A state whose energy lies an amount $W$ below the vacuum level leaks out of a surface with a density that falls roughly as $e^{-2\kappa z}$, where $z$ is the height and $\hbar^2\kappa^2/2m=W$. Read backwards, the slope of the density gives a barrier in electronvolts, the "apparent barrier" of the table. For this single layer of InSe the vacuum level lies 5.18 eV above the zero of bias. The tempting expectation is that the barrier equals this work function at every bias.

Ansatz 0.2.0, PBE+D3(BJ), plane waves with PAW (cutoff 420 eV, 24 × 24 × 1 k mesh, Gaussian smearing 0.05 eV, no spin polarization), for a free-standing single layer of InSe. Tersoff–Hamann densities count every state between mid-gap (zero sample bias) and the given bias as full; mean density and brightest site are for a plane 3 Å above the top atom.

```csv
bias (V),log10 mean density (log10 of e/angstrom^3),brightest over,apparent barrier at 4 angstrom (eV)
-2.800,-3.663,Se,7.432
-2.000,-3.952,Se,6.614
-1.400,-4.044,Se,6.339
-1.050,-4.123,Se,6.119
2.000,-3.671,Se,4.251
2.600,-3.460,Se,4.098
```

The table rules that out. Negative bias shows filled states, and all four of those rows have barriers above 5.18 eV; positive bias shows empty states, and both of those rows lie below it. The layer is a semiconductor and the zero of bias sits in the middle of its gap, where there are no states to tunnel from. The filled states begin 0.81 eV below that zero and the empty ones 0.80 eV above it.

The second explanation therefore uses the energy of the states themselves: deep filled states face a high barrier, empty states a low one. Each row must then fall between the value for the band edge and the value for the far end of its bias window, and all six do. The effect on an image is large: one ångström of extra height costs a factor of about 14 in density at −2.0 V, but only about 8 at +2.0 V. The density functional used here underestimates gaps, so on a real sample both the biases at which states appear and the barriers they face are expected to differ.

This agreement is weaker than it looks, because a large bias window allows a wide range of barriers. Each window also contains the smaller ones of the same sign, so states near the gap, which often decay slowly, can hide what the others do. Subtracting the density of the next smaller window leaves only the newly added states, for which energy alone allows a much narrower range.

Take the states between +1.4 and +2.0 V. Their density falls by a factor of 8.53 from 4 to 5 Å, so $\kappa=\tfrac12\ln 8.53=1.07$ per Å. With $\hbar^2/2m=3.81$ eV Å$^2$ the barrier is $3.81\times1.07^2$, or about 4.4 eV. Energy alone allows at most $5.18-1.4$, or about 3.8 eV.

The third explanation adds motion along the surface. A state of the crystal has an in-plane wave number $k$, which it keeps in the vacuum. Energy tied up in sideways motion is not available for going outwards, so the wave decays as if the barrier were higher:

$$\frac{\hbar^2\kappa^2}{2m}=W+\frac{\hbar^2k^2}{2m}.$$

A state at the centre of the Brillouin zone, with $k$ near zero, pays no such surcharge unless symmetry removes the part of it that is uniform along the surface, while one near the zone boundary pays a few electronvolts.

The bottom of the empty band offers a control. Up to +1.05 V it fills only 7 points of the calculation's mesh, in two sets of equivalent points. That pattern fits one point with a ring of six around it, and only the zone centre stands alone in this way. Here the sideways energy is tiny, and the barrier of 4.0 eV shows no excess; it even falls 0.1 eV short of its range. The shortfall is gone farther out, where the slope from the same run gives 4.3 eV. This is expected if the potential 4 to 5 Å above the layer still lies a little below the vacuum level, which would make the excesses found here too small rather than too large.

Between +1.4 and +2.0 V the picture changes. The new states number 560, almost as many as the 576 of a whole band, so they very probably spread over most of the zone. The barrier of the full window now rises by 0.6 eV, although higher energy alone should lower it. Averaged evenly over the zone, the sideways energy would be roughly 2 eV; tunnelling favours small $k$, so a smaller surcharge is reasonable.

The same test on the filled side points the same way. Between 4 and 5 Å, states at the top of the filled band stay just within the range set by energy; farther out they slightly exceed it. Some sideways motion must be present, since these states take up 211 mesh points, far too many for the zone centre alone, but those with the least of it are expected to dominate the density. The three deeper groups exceed their ranges by 0.8 to 1.5 eV. No constant was adjusted in any of these comparisons. All except those that use the slope farther out are listed in the output below.

For a similar semiconductor whose empty band also starts at the zone centre, this gives a way to guess the trend. On the filled side, a deeper energy by itself raises the barrier, and sideways motion adds to the rise if the deeper states lie farther from the zone centre. On the empty side the two effects compete, so the barrier can climb when the bias first reaches states away from the zone centre.

What remains open is where in the zone the fast-decaying states sit. The numbers show an excess that energy cannot supply, and its absence where the count of mesh points indicates a small $k$, but they do not give the wave numbers of the other groups. Nor do they separate a large $k$ from a fine pattern within each unit cell, which also counts as sideways motion. A density resolved by wave number would settle both points.

Numerical output:

```
Whole rows, barriers in eV:
    row  barrier  barrier less work function  energy alone lowest  energy alone highest
   -2.8    7.432                       2.253                5.986                 7.979
   -2.0    6.614                       1.434                5.986                 7.179
   -1.4    6.339                        1.16                5.986                 6.579
  -1.05    6.119                      0.9395                5.986                 6.229
    2.0    4.251                     -0.9285                3.179                 4.377
    2.6    4.098                      -1.082                2.579                 4.377
Newly added states only, barriers in eV:
    row  slice starts at V  share of density at 4 A in percent  slice barrier  energy alone lowest  energy alone highest  excess over highest
   -2.8                 -2                               39.13          8.827                7.179                 7.979               0.8471
   -2.0               -1.4                               12.84          8.444                6.579                 7.179                1.264
   -1.4              -1.05                               11.58          8.067                6.229                 6.579                1.488
  -1.05            -0.8067                                 100          6.217                5.986                 6.229             -0.01221
    2.0                1.4                               81.18          4.378                3.179                  3.78                0.598
    2.6                  2                               40.32          3.865                2.579                 3.179               0.6851
Control slice from band edge to +1.05 V, barrier in eV: 4.025
Its lowest value by energy alone, eV: 4.13
Control slice +1.05 to +1.4 V, barrier in eV: 3.771
Its lowest value by energy alone, eV: 3.78
Mesh points in the first control slice: 7
Mesh points in the second control slice: 24
Mesh points in the slice +1.4 to +2.0 V, of 576 a band: 560
Largest sideways energy in the control slices, eV: 0.1499
Sideways energy averaged evenly over the zone, rough, eV: 1.7
Rise of the whole-row barrier from +1.4 to +2.0 V, eV: 0.5733
Barrier at -2.0 V less that at +2.0 V, eV: 2.363
Density loss factor per angstrom at -2.0 V: 13.95
Density loss factor per angstrom at +2.0 V: 8.27
Density at 3 angstrom, +2.0 V over -2.0 V: 1.91
Number of states, +2.0 V over -2.0 V: 0.6055
```
